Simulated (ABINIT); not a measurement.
Crystal: SnO2.

```
Sn O
1.0
     4.78800    0.00000    0.00000
     0.00000    4.86658    0.00000
     0.00000    0.00000    3.24090
Sn O
2 4
Cartesian
  0.0000 0.0000 0.0000
  2.3940 2.4333 1.6204
  3.3906 3.3042 0.0000
  0.9966 3.9957 1.6204
  3.7914 0.8709 1.6204
  1.3974 1.5624 0.0000
```

The cell is a database's computed one.

| Property | Result |
| --- | --- |
| Program | ABINIT 10.8.3 (patched build) |
| Task | relaxation of cell and atoms |
| Functional | PBEsol |
| Potentials or basis | JTH PAW PBE v2.0 |
| Cutoff | 626 eV |
| k mesh | 3 × 3 × 4 |
| Occupations | fermi-dirac, width 0.05 eV |
| Spin | no spin polarisation |

At the start: pressure -6.9 GPa; volume 12.59 Å³/atom.

Problem. Where does the relaxation end?

Solution. Over 14 steps the energy falls by 12.4 meV/atom and the volume is 12.13 Å³/atom (-3.6 %); space group P4_2/mnm (No. 136, to 0.05 Å).

Step by step:
```tsv
step	energy change (eV)	largest force (eV/Å)	pressure (GPa)	volume (Å³)
1	0.0000	0.1239	-6.86	75.52
2	-0.0501	0.0755	-3.14	73.94
3	-0.0638	0.0764	0.28	72.58
4	-0.0656	0.0606	0.26	72.63
5	-0.0679	0.0741	0.09	72.70
6	-0.0716	0.0487	-0.23	72.81
7	-0.0735	0.0487	-0.15	72.84
8	-0.0738	0.0695	-0.27	72.85
9	-0.0743	0.0080	-0.05	72.81
10	-0.0743	0.0018	-0.01	72.80
11	-0.0743	0.0010	0.00	72.79
12	-0.0743	0.0002	-0.04	72.81
13	-0.0743	0.0016	0.02	72.78
14	-0.0744	0.0003	0.00	72.79
```

Final structure:
```xyz
6
Lattice="4.7623 0.0000 0.0000 0.0000 4.7623 0.0000 0.0000 0.0000 3.2096" Properties=species:S:1:pos:R:3 pbc="T T T"
Sn    0.0000    0.0000    0.0000
Sn    2.3812    2.3811    1.6048
O     3.3037    3.3038    0.0000
O     0.9226    3.8396    1.6048
O     3.8397    0.9227    1.6048
O     1.4586    1.4584    0.0000
```

Caveat: the k mesh is coarse (spacing up to 0.48 Å⁻¹), so the values aren't converged; the PAW data sets were made with another functional, which shifts forces and pressure a little; the atomic spheres overlap.
